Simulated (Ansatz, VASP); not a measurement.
# Two plane-wave programs on AlRu

```
Al Ru
1.0
     2.85025    0.00000    0.00000
    -1.42512    2.46839    0.00000
     0.00000    0.00000    8.03884
Al Ru
2 2
Direct
  0.00000 0.00000 0.50000
  0.00000 0.00000 0.00000
  0.66667 0.33333 0.75000
  0.33333 0.66667 0.25000
```

Change from the starting cell: species swapped into the SnPt type (P6_3/mmc, No. 194).

Alike in both runs: task single point; functional PBE; k mesh 6 × 6 × 2; occupations gaussian, width 0.1 eV; collinear spin.

```csv
,VASP,Ansatz
version,VASP 6.6.1,Ansatz 0.2.0
potentials or method,"VASP PAW PBE potentials, release 64 (Al, Ru_pv)","scalar-relativistic, plane waves, PAW"
plane-wave cutoff (eV),520,420
valence electrons in the cell,34,38
```

Ansatz gave:

- gap on the k mesh at the Fermi level (eV): none
- pressure (GPa): 0.0
- largest component of the traceless stress (GPa): 1.85
- net moment per atom (μB): 0.00

Which values does VASP return?

gap on the k mesh at the Fermi level (eV): none; pressure (GPa): 0.0; largest component of the traceless stress (GPa): 1.84; net moment per atom (μB): 0.00.

A gap of «none» marks a metal or a gap that the smearing closes. The functional is the same, so the differences come from potentials, cutoffs and numerics. The two sets of potentials don't hold the same shells in valence. Ansatz warned: «seeded_moment_not_kept».

Caveats: the k mesh is coarse (spacing up to 0.42 Å⁻¹), so the values aren't converged.
